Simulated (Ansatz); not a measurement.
# Optical response of TiO2 (Anatase), part 2 of 2

Aim: the dielectric function of TiO2 (Anatase), and the optical constants that follow from it.

Ansatz 0.2.0; DFT, PBE, plane-wave PAW, default files, scalar-relativistic, independent-particle optical response without local fields.

So far. Step 2 (Ground state and bands): There is a gap, 2.12 eV on the path, so no carriers' term is needed. The cell is left with a pressure of 5.2 GPa and forces up to 0.10 eV/Å, as it stands unrelaxed at this level.

**3. Spectrum**

The spectrum is a sum over vertical transitions between filled and empty bands at the fixed density, so many empty bands are needed.

This step: DFT, PBE, plane-wave PAW, default files, scalar-relativistic, independent-particle optical response without local fields (Ansatz 0.2.0).

input.yaml reads:

```yaml
crystal:
  lattice:
    - [-1.8921, 1.8921, 4.7573]
    - [1.8921, -1.8921, 4.7573]
    - [1.8921, 1.8921, -4.7573]
  atoms:
    - { symbol: Ti, position: [0.75, 0.25, 0.5] }
    - { symbol: Ti, position: [0.0, 0.0, 0.0] }
    - { symbol: O, position: [0.7919, 0.7919, 0.0] }
    - { symbol: O, position: [0.5419, 0.0419, 0.5] }
    - { symbol: O, position: [0.9581, 0.4581, 0.5] }
    - { symbol: O, position: [0.2081, 0.2081, 0.0] }
kpoints:
  mp_grid: { grid: [8, 8, 8] }
scf:
  occupations: { method: fixed }
hamiltonian:
  xc: pbe
  pseudopotentials: { kind: paw }
output:
  optics:
    e_range: [0, 20]
    de: 0.05
    sigma: 0.1
    nscf_kmesh: { grid: [10, 10, 10] }
    bands: { spectra_wanted_up_to: 20 }
```

Command:

```sh
$ ansatz run input.yaml --threads 4 --pin off --max-ram 8192MiB --backend cpu --events-out ev --progress --plain --runs-dir out
```

Numbers of over 12 decimals in the logs are rounded to 6 here.

The log of the run:

```text
basis.fft_grid_basis auto: the FFT boxes are laid along the combinations [[1, 0, 1], [0, 1, 1], [0, 0, 1]] of the cell's own vectors, 3.784, 3.784 and 5.458 Å long. The dense box has 27×27×40 points. Along the cell's own vectors, as sized, it would have 40×40×40, 2.19 times as many. Of the 16 symmetry operations that the crystal satisfies within crystal.symmetry.tolerance (time reversal apart; of a slab, those that k [...]
[...]
Crystal: 6 atoms, lattice volume = 68.125 Å³
Basis set: ecut = 420 eV, 1315 PW (Γ), FFT grids on a1+a3, a2+a3, a3
Bands: 30, of which v1, the nominal top of the filled ones, is band 24 counted from 1 (23 counted from 0)
Symmetry: 16 space group operations
[...]
k-points: 59 of 512
[...]
SCF iter   1: F=—  HF=-7277.469290 eV  |F-HF|=—  |Δ(HF+E_count)|=         —  Δρ=3.45e-3  dr2=3.19e-3  ethr=1.77e-3  ⟨swp⟩=3.7  Hψ=6558  notcnv=0  defer=135
[...]
SCF iter   9: F=-7277.470955 eV  HF=-7277.470955 eV  |F-HF|=1.82e-12  |Δ(HF+E_count)|=  4.91e-11  Δρ=2.40e-8  dr2=9.95e-14  ethr=1.00e-12  ⟨swp⟩=8.6  Hψ=5224  notcnv=0
SCF 1 converged in 9 iterations: F = -7277.470955 eV  dr2 = 9.95e-14
[...]
NSCF: frozen V_eff on 102 k-points
[...]
output.optics: what the bands over the 59 summed would add to eps1, eps2 and the energy-loss function is held between a lower and an upper bound (8 Lanczos steps). eps1, eps2 and their loss function (loss_summed_bands) are given on every row as the summed bands alone make them. Along an axis, on a row where the two bounds hold the loss function to about 1 % of the greater of itself and 0.5 % of |1/eps|, its cell (loss_completed) is given, with the completed eps1 and eps2 that it is formed of (a cell that is left empty reads nan in the table and null in the record). The two bounds hold it so along every axis on all 401 rows up to 20.000 eV. [rest of the remark cut]
SCF converged after 9 iterations
Free energy (F): -7277.470955 eV
[...]
Internal energy: -7277.470955 eV  (E = F + TS)
E sigma→0 (E₀):  -7277.470955 eV
Fermi energy:    7.292432 eV
[...]
--- Band table (eV; the first three rows and the last of 59) ---
  k-point 0: bands = [... 20 lower, 6.5768, 6.5768, 6.8602, 6.8602, 9.4570, 10.1978, 11.3380, 11.3380, ... 2 higher]
  k-point 1: bands = [... 20 lower, 6.2459, 6.2518, 6.6209, 7.0270, 10.0698, 10.2789, 10.7822, 11.1137, ... 2 higher]
  k-point 2: bands = [... 20 lower, 5.4958, 6.3712, 6.7340, 7.0823, 10.3252, 10.4758, 10.8549, 11.0811, ... 2 higher]
  k-point 58: bands = [... 20 lower, 6.0736, 6.0736, 7.2096, 7.2096, 9.8145, 9.8145, 11.1182, 11.1182, ... 2 higher]
```

Elapsed: 38 s, on 4 threads of Arm Neoverse V1, shared host; peak memory 1.9 GiB; 2.4 min of CPU time.

This step gave:

| Item | Value |
| --- | --- |
| electronic dielectric constant ε∞, mean over x, y and z (by symmetry where fewer were run) | 6.804 |
| absorption onset, first axis (α over 10⁴ cm⁻¹, or the direct gap if that lies higher) | 2.464 eV |
| main peak of Im epsilon, first axis | 3.765 eV |
| photocurrent from vertical transitions in a film 500 nm thick on a perfect mirror (two passes), AM1.5G, no front reflection, all carriers collected | 6.631 mA/cm² |
| least direct gap on the mesh | 2.464 eV |
| bands summed | 59 |
| spectra valid up to | 30.56 eV |
| program's estimate of the k-sum error in Im epsilon | 0.19 % |
| electrons in the f-sum | 27.82 |

The Im ε has structure finer than the step of the table below, so its rows give means over 0.5 eV, whole bins alone (the curve runs from 0 to 20 eV). Peaks (eV: height): E ∥ x or y 3.75: 11.1, 4.95: 9.49, 6.90: 8.20, 9.15: 3.65; E ∥ z 3.40: 11.9, 4.25: 12.1, 5.90: 5.15, 7.30: 14.3, 9.05: 6.22.

Im ε against photon energy; means over each step:

| photon energy (eV) | E ∥ x or y | E ∥ z |
| --- | --- | --- |
| 2.0 | 5.3e-5 | 0 |
| 2.5 | 1.30 | 0.00593 |
| 3.0 | 3.20 | 1.08 |
| 3.5 | 6.98 | 9.23 |
| 4.0 | 10.6 | 7.68 |
| 4.5 | 8.29 | 7.39 |
| 5.0 | 9.16 | 3.66 |
| 5.5 | 5.70 | 3.43 |
| 6.0 | 3.82 | 4.05 |
| 6.5 | 5.00 | 5.21 |
| 7.0 | 7.18 | 8.88 |
| 7.5 | 5.66 | 13.2 |
| 8.0 | 4.57 | 7.44 |
| 8.5 | 2.42 | 3.78 |
| 9.0 | 2.94 | 5.52 |
| 9.5 | 2.19 | 3.02 |
| 10.0 | 1.58 | 1.56 |
| 10.5 | 1.35 | 0.964 |
| 11.0 | 1.22 | 0.565 |
| 11.5 | 1.10 | 0.354 |
| 12.0 | 1.27 | 0.533 |
| 12.5 | 1.09 | 0.450 |
| 13.0 | 0.961 | 0.545 |
| 13.5 | 1.02 | 1.07 |
| 14.0 | 0.985 | 1.18 |
| 14.5 | 0.986 | 1.20 |
| 15.0 | 1.04 | 1.34 |
| 15.5 | 1.21 | 0.899 |
| 16.0 | 1.11 | 0.904 |
| 16.5 | 1.27 | 0.942 |
| 17.0 | 1.14 | 1.02 |
| 17.5 | 1.12 | 1.08 |
| 18.0 | 0.944 | 0.869 |
| 18.5 | 0.973 | 1.02 |
| 19.0 | 1.12 | 0.950 |
| 19.5 | 1.44 | 1.45 |

Table of Re ε by photon energy:

| photon energy (eV) | E ∥ x or y | E ∥ z |
| --- | --- | --- |
| 0.0 | 6.93 | 6.56 |
| 0.5 | 6.99 | 6.61 |
| 1.0 | 7.21 | 6.78 |
| 1.5 | 7.63 | 7.09 |
| 2.0 | 8.46 | 7.65 |
| 2.5 | 11.1 | 8.74 |
| 3.0 | 10.4 | 12.0 |
| 3.5 | 12.6 | 6.92 |
| 4.0 | 6.70 | 8.03 |
| 4.5 | 3.92 | 1.32 |
| 5.0 | 2.26 | 2.58 |
| 5.5 | -0.925 | 4.49 |
| 6.0 | 1.79 | 3.85 |
| 6.5 | 2.90 | 8.14 |
| 7.0 | 0.522 | 7.59 |
| 7.5 | -0.599 | -0.229 |
| 8.0 | -1.90 | -3.54 |
| 8.5 | -1.30 | -2.32 |
| 9.0 | 0.242 | -1.58 |
| 9.5 | -1.14 | -3.51 |
| 10.0 | -0.380 | -2.36 |
| 10.5 | -0.116 | -1.59 |
| 11.0 | 0.113 | -0.812 |
| 11.5 | 0.438 | -0.269 |
| 12.0 | 0.627 | 0.335 |
| 12.5 | 0.538 | 0.546 |
| 13.0 | 0.688 | 0.955 |
| 13.5 | 0.839 | 1.22 |
| 14.0 | 0.860 | 0.877 |
| 14.5 | 1.02 | 1.06 |
| 15.0 | 1.12 | 0.435 |
| 15.5 | 1.16 | 0.823 |
| 16.0 | 1.02 | 0.701 |
| 16.5 | 1.06 | 1.05 |
| 17.0 | 0.918 | 0.961 |
| 17.5 | 0.925 | 1.01 |
| 18.0 | 1.01 | 0.847 |
| 18.5 | 1.19 | 1.18 |
| 19.0 | 1.36 | 1.25 |
| 19.5 | 1.04 | 1.21 |
| 20.0 | 1.01 | 0.545 |

Table of refractive index n and extinction k by photon energy:

| photon energy (eV) | n, E ∥ x or y | k, E ∥ x or y | n, E ∥ z | k, E ∥ z |
| --- | --- | --- | --- | --- |
| 0 | 2.63 | 0 | 2.56 | 0 |
| 1 | 2.68 | 0 | 2.60 | 0 |
| 2 | 2.91 | 0 | 2.77 | 0 |
| 3 | 3.26 | 0.476 | 3.46 | 0.0145 |
| 4 | 3.05 | 1.61 | 3.03 | 1.06 |
| 5 | 2.44 | 1.93 | 1.84 | 0.888 |
| 6 | 1.74 | 1.11 | 2.21 | 1.01 |
| 7 | 2.03 | 1.90 | 3.04 | 1.27 |
| 8 | 1.23 | 1.85 | 1.50 | 2.41 |
| 9 | 1.26 | 1.16 | 1.55 | 2.00 |
| 10 | 0.791 | 1.00 | 0.465 | 1.60 |
| 11 | 0.817 | 0.744 | 0.288 | 0.946 |
| 12 | 1.03 | 0.661 | 0.721 | 0.429 |
| 13 | 0.962 | 0.487 | 1.01 | 0.253 |
| 14 | 1.04 | 0.469 | 1.08 | 0.530 |
| 15 | 1.15 | 0.443 | 0.968 | 0.709 |
| 16 | 1.11 | 0.471 | 0.951 | 0.451 |
| 17 | 1.08 | 0.505 | 1.08 | 0.462 |
| 18 | 1.09 | 0.431 | 1.00 | 0.400 |
| 19 | 1.24 | 0.429 | 1.18 | 0.376 |
| 20 | 1.14 | 0.548 | 0.966 | 0.624 |

Values under 1 per cm are given as 1. Absorption coefficient against photon energy:

| photon energy (eV) | E ∥ x or y (1/cm) | E ∥ z (1/cm) |
| --- | --- | --- |
| 0.00 | 1 | 1 |
| 1.00 | 1 | 1 |
| 2.00 | 1 | 1 |
| 3.00 | 1.4e5 | 4408 |
| 4.00 | 6.5e5 | 4.3e5 |
| 5.00 | 9.8e5 | 4.5e5 |
| 6.00 | 6.8e5 | 6.1e5 |
| 7.00 | 1.3e6 | 9.0e5 |
| 8.00 | 1.5e6 | 2.0e6 |
| 9.00 | 1.1e6 | 1.8e6 |
| 10.00 | 1.0e6 | 1.6e6 |
| 11.00 | 8.3e5 | 1.1e6 |
| 12.00 | 8.0e5 | 5.2e5 |
| 13.00 | 6.4e5 | 3.3e5 |
| 14.00 | 6.7e5 | 7.5e5 |
| 15.00 | 6.7e5 | 1.1e6 |
| 16.00 | 7.6e5 | 7.3e5 |
| 17.00 | 8.7e5 | 8.0e5 |
| 18.00 | 7.9e5 | 7.3e5 |
| 19.00 | 8.3e5 | 7.2e5 |
| 20.00 | 1.1e6 | 1.3e6 |

The reflectivity at normal incidence has structure finer than the step of the table below, so its rows give means over 0.5 eV, whole bins alone (the curve runs from 0 to 20 eV). Peaks (eV: height): E ∥ x or y 3.70: 38.6, 5.30: 40.1, 8.40: 44.4, 9.40: 37.5; E ∥ z 3.35: 40.4, 4.30: 40.7, 8.35: 55.7, 10.70: 61.5, 14.95: 11.7, 19.80: 12.5.

The reflectivity at normal incidence by photon energy; means over each step:

| photon energy (eV) | E ∥ x or y (%) | E ∥ z (%) |
| --- | --- | --- |
| 0.5 | 20.4 | 19.4 |
| 1.0 | 20.9 | 19.8 |
| 1.5 | 22.0 | 20.6 |
| 2.0 | 24.0 | 22.0 |
| 2.5 | 28.3 | 24.6 |
| 3.0 | 29.4 | 31.6 |
| 3.5 | 35.0 | 35.6 |
| 4.0 | 37.2 | 31.9 |
| 4.5 | 33.1 | 32.3 |
| 5.0 | 37.0 | 19.2 |
| 5.5 | 34.6 | 19.5 |
| 6.0 | 20.4 | 21.4 |
| 6.5 | 23.7 | 27.2 |
| 7.0 | 34.1 | 33.9 |
| 7.5 | 35.2 | 48.0 |
| 8.0 | 40.0 | 51.2 |
| 8.5 | 36.3 | 44.3 |
| 9.0 | 24.4 | 41.4 |
| 9.5 | 35.2 | 57.7 |
| 10.0 | 25.3 | 59.2 |
| 10.5 | 19.5 | 59.2 |
| 11.0 | 14.7 | 54.7 |
| 11.5 | 9.74 | 40.2 |
| 12.0 | 9.29 | 9.82 |
| 12.5 | 8.50 | 4.74 |
| 13.0 | 5.99 | 1.89 |
| 13.5 | 5.42 | 4.83 |
| 14.0 | 5.00 | 6.55 |
| 14.5 | 4.52 | 6.09 |
| 15.0 | 4.72 | 10.2 |
| 15.5 | 5.96 | 5.20 |
| 16.0 | 5.39 | 4.96 |
| 16.5 | 6.59 | 4.23 |
| 17.0 | 5.91 | 4.90 |
| 17.5 | 5.88 | 5.38 |
| 18.0 | 4.32 | 4.34 |
| 18.5 | 4.15 | 4.66 |
| 19.0 | 5.02 | 4.06 |
| 19.5 | 7.57 | 7.46 |

At chosen wavelengths:

| wavelength (nm) | n xy | k xy | R (%) xy | 1/α xy | n z | k z | R (%) z | 1/α z |
| --- | --- | --- | --- | --- | --- | --- | --- | --- |
| 633 | 2.89 | 0.000 | 23.6 | over 1 mm | 2.76 | 0.000 | 21.8 | over 1 mm |
| 532 | 3.13 | 0.006 | 26.6 | 7.5 µm | 2.88 | 0.000 | 23.4 | over 1 mm |
| 450 | 3.24 | 0.451 | 28.8 | 79 nm | 3.13 | 0.004 | 26.6 | 8.3 µm |
| 405 | 3.29 | 0.484 | 29.4 | 67 nm | 3.64 | 0.043 | 32.3 | 742 nm |
| 308 | 3.06 | 1.615 | 35.9 | 15 nm | 3.08 | 1.099 | 31.0 | 22 nm |
| 248 | 2.44 | 1.927 | 37.2 | 10 nm | 1.83 | 0.889 | 16.9 | 22 nm |
| 193 | 2.09 | 1.173 | 23.5 | 13 nm | 2.90 | 0.724 | 26.2 | 21 nm |

Rows near the edge hang on the gap, which this functional as a rule makes too small, and phonon-assisted absorption is left out.

Through 1 µm of it, D65 light comes out yellow (x = 0.409, y = 0.435; 53 % transmitted). A larger true gap would move the edge to shorter wavelengths and change the colour.

At 1064 nm the birefringence n(z) − n(x) is -0.086: the crystal is uniaxial negative at this level.

The f-sum over the summed bands holds 27.8 of the cell's 48 electrons outside the frozen cores. Up to 20 eV the strength has a mean oscillator energy of 6.8 eV, well above the main peak, so higher transitions carry much of it.

**4. What came out**

```json
{
 "gap on the path": "2.12 eV",
 "least direct gap on the path": "2.46 eV",
 "electronic dielectric constant ε∞, mean over x, y and z (by symmetry where fewer were run) (independent particles)": "6.80",
 "absorption onset, first axis (α over 10⁴ cm⁻¹, or the direct gap if that lies higher)": "2.46 eV",
 "main peak of Im epsilon, first axis": "3.76 eV",
 "photocurrent from vertical transitions in a film 500 nm thick on a perfect mirror (two passes), AM1.5G, no front reflection, all carriers collected": "6.63 mA/cm²"
}
```

At this level (PBE, independent particles) TiO2 has a mean ε∞ = 6.80 and n = 2.66 at 1550 nm (E ∥ x); absorption sets in near 2.5 eV, and Im ε peaks at 3.8 eV (E ∥ x). The gap is indirect (2.12 eV), so absorption without phonons can begin only at the direct gap of 2.46 eV. Lines 0.1 eV wide carry a tail of absorption under the direct gap, past the threshold already at 2.41 eV. Absorption passes 10⁴ cm⁻¹ from the direct gap on, 2.46 eV, inside the visible range. Distinct maxima of Im ε, read by a parabola through the highest points, lie at 3.76 eV (11), 4.18 eV (11), 4.96 eV (9.5) and 6.92 eV (8.3) for E ∥ x or y. The f-sum over the summed bands holds 27.8 of the cell's 48 electrons outside the frozen cores. Up to 20 eV the strength has a mean oscillator energy of 6.8 eV, well above the main peak, so higher transitions carry much of it. Through 1 µm of it, D65 light comes out yellow (x = 0.409, y = 0.435; 53 % transmitted). A larger true gap would move the edge to shorter wavelengths and change the colour. At 1064 nm the birefringence n(z) − n(x) is -0.086: the crystal is uniaxial negative at this level. Excitons and phonon-assisted transitions are missing, and so are local fields; PBE gaps are as a rule too small, which pulls the onset down and ε∞ up. In the base run ε includes the program's bounded estimate of what the bands above those summed add. Besides steps told in other documents, this task had 1 step that ran out of time; those not told in a step above aren't shown.

Comparison with the measured values:

```
                 quantity  measured              PBE
band gap (least gap) (eV)     3.261  2.12 (-1.14 eV)
```

Measured values from pmc:11477903 (2024).

Verdict: The band gap is off by -1.14 eV: a clear miss. Local and semilocal functionals usually give gaps below the measured ones. An optical gap can lie under the band gap by the exciton's binding. Zero-point and thermal motion shift the measured gap. No cell relaxation is part of this session.

[Logs are printed without paths, hosts, clocks, repeated set-up lines and the standing remarks that a program may print on its own settings, such as how far it seeks lower states.]

[Hosts, paths, dates, database ids (printed as entryN), source tags and the programs' standing remarks are cut or masked in the printed files.]
